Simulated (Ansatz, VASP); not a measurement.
# Two plane-wave programs on TiB4

```
Ti B
1.0
     3.03846    0.00000    0.00000
    -1.51923    2.63138    0.00000
     0.00000    0.00000    5.04263
Ti B
1 4
Direct
  0.00000 0.00000 0.41467
  0.33333 0.66667 0.72432
  0.66667 0.33333 0.72432
  0.33333 0.66667 0.10504
  0.66667 0.33333 0.10504
```

Alike in both runs: functional PBE; k mesh 6 × 6 × 4; occupations gaussian, width 0.1 eV; no spin polarisation.

Ansatz relaxed the structure, and its values are those at the end. VASP's run is a single point on that final structure, the one shown.

|  | VASP | Ansatz |
| --- | --- | --- |
| version | VASP 6.6.1 | Ansatz 0.2.0 |
| potentials or method | VASP PAW PBE potentials, release 64 (Ti_sv, B) | scalar-relativistic, plane waves, PAW |
| plane-wave cutoff (eV) | 520 | 420 |
| valence electrons in the cell | 24 | 24 |

|  | VASP | Ansatz | Ansatz less VASP |
| --- | --- | --- | --- |
| gap on the k mesh at the Fermi level (eV) | none | none | - |
| pressure (GPa) | 0.1 | 0.0 | -0.12 |
| rms of the force components (eV/Å) | 0.001 | 0.004 | +0.0026 |

A gap of «none» marks a metal or a gap that the smearing closes.

Caveats: the k mesh is coarse (spacing up to 0.40 Å⁻¹), so the values aren't converged.
